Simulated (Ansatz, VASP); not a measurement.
# One calculation of CdTe, two programs

```
Te Cd
1.0
     0.00000    3.26786    3.26786
     3.26786    0.00000    3.26786
     3.26786    3.26786    0.00000
Te Cd
1 1
Direct
  0.75000 0.75000 0.75000
  0.00000 0.00000 0.00000
```

Change from the starting cell: volume scaled by 1.06.

Alike in both runs: task single point; functional r2SCAN; k mesh 7 × 7 × 7; occupations fermi-dirac, width 0.05 eV; no spin polarisation.

|  | VASP | Ansatz |
| --- | --- | --- |
| version | VASP 6.6.1 | Ansatz 0.2.0 |
| potentials or method | VASP PAW PBE potentials, release 64 (Te, Cd) | Ansatz PAW |
| plane-wave cutoff (eV) | 520 | 500 |
| valence electrons in the cell | 18 | 36 |

Ansatz gave:

- gap on the k mesh at the Fermi level (eV): 1.20
- least direct gap on the mesh (eV): 1.20
- pressure (GPa): 0.4

**Question.** What did VASP give for the same quantities?

**Answer.** gap on the k mesh at the Fermi level (eV): 1.19; least direct gap on the mesh (eV): 1.19; pressure (GPa): 0.5.

The two sets of potentials don't hold the same shells in valence.

Caveats: spin-orbit coupling is left out, which moves the levels of the heavy elements; the PAW data sets were made with another functional, which shifts forces and pressure a little (VASP); odd divisions of the mesh miss points on the zone boundary, where band edges often lie, so the gap on the mesh can be too wide (Ansatz); the PAW data sets come from PBE, with cores solved anew for the run's functional, which leaves a small shift of forces and pressure (Ansatz).
